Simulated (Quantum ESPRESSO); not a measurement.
The system is H.

```
H
1.0
     2.64964    0.00000    0.00000
     0.00000    2.64964    0.00000
     0.00000    0.00000    0.98049
H
1
Direct
  0.00000 0.00000 0.50000
```

* Program: Quantum ESPRESSO 7.5
* Task: single point
* Functional: PBE
* Potentials or basis: SSSP 1.3 efficiency PBE
* Cutoff: 816 eV
* Density cutoff: 6531 eV
* k mesh: 10 × 10 × 26
* Occupations: fermi-dirac, width 0.05 eV
* Spin: no spin polarisation

On this cell: pressure 1.8 GPa.

The same run follows on a disturbed copy (cell strained at random at fixed volume):

```
CELL_PARAMETERS angstrom
2.64639 0.01641 0.00863
0.01641 2.67470 0.02215
0.00319 0.00820 0.97261
ATOMIC_POSITIONS crystal
H 0.00594 0.00887 0.47712
```

Problem. What does the disturbed cell give?

Solution. The energy (extrapolated to zero smearing) moves by -0.3 meV/atom; pressure 2.6 GPa.

Stress tensor (GPa, compression positive):
```
2.59 0.03 0.00
0.03 2.34 0.00
0.00 0.00 2.87
```
